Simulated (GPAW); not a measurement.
CdTe:

```xyz
2
Lattice="0.0000 3.2050 3.2050 3.2050 0.0000 3.2050 3.2050 3.2050 0.0000" Properties=species:S:1:pos:R:3 pbc="T T T"
Te    1.6025    1.6025    1.6025
Cd    0.0000    0.0000    0.0000
```

Program: GPAW 26.7.0. Alike in all runs: task band structure; cell as given; k mesh 6 × 6 × 6; cutoff (eV) 600; smearing fermi-dirac 0.05 eV.

Task: Order these runs on this cell by their pressure, lowest first.
A. level LDA; potentials or basis PAW data sets generated in the run's folder for this functional, pw; spin off; band points 60
B. level TPSS; potentials or basis GPAW PAW data sets (gpaw-data 1.2.1), pw; spin SOC, no magnetisation; band points 60; spin axis theta (degrees) 0; spin axis phi (degrees) 0; eigensolver davidson
C. level PBEsol; potentials or basis PAW data sets generated in the run's folder for this functional, pw; spin SOC, no magnetisation; band points 80; spin axis theta (degrees) 0; spin axis phi (degrees) 0
D. level BLYP; potentials or basis PAW data sets generated in the run's folder for this functional, pw; spin SOC, no magnetisation; band points 100; spin axis theta (degrees) 90; spin axis phi (degrees) 0; eigensolver davidson

Result: A (-0.4 GPa), C (1.3 GPa), B (3.3 GPa), D (6.5 GPa).

Caveats: spin-orbit coupling was added after a scalar SCF, so levels and gaps hold it while energy, forces, pressure and moments don't (some runs); the PAW data sets were made with another functional, which shifts forces and pressure a little (some runs).

Not every run made on this cell is shown here.
